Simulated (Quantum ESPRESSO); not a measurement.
Runs of Quantum ESPRESSO 7.5 on MoS. The cell holds a slab with vacuum, 4 atoms: a = 3.184 Å, b = 3.184 Å, c = 32.335 Å, α = 90.00°, β = 90.00°, γ = 120.00°. 

```csv
level,form of the LDA correlation,gap on the mesh (eV),largest force (eV/Å),work function (eV)
AM05,-,none,(c),4.21
LDA,PZ81,none,1.24,(a)
revPBE,-,none,(b),4.09
PBEsol,-,none,1.11,4.33
rev-vdW-DF2,-,none,0.76,4.48
BLYP,-,none,0.39,3.91
RPBE,-,none,0.69,4.08
PBE,-,none,0.82,4.23
```

Alike in all rows: task work function; potentials or basis SG15 PBE 1.2; no spin polarisation; cell as given; k mesh 10 × 10 × 1; cutoff (eV) 952; smearing fermi-dirac 0.05 eV.

Estimate the missing entries.

(a) 4.54; (b) 0.73; (c) 1.15.

Caveats: the potentials were made for another functional, which shifts forces and pressure (some runs).

A k mesh can miss the band edges, and the runs leave out spin-orbit coupling on Mo.

A gap of «none» marks a metal or a gap under the smearing width.

Not every run made on this cell is shown here.
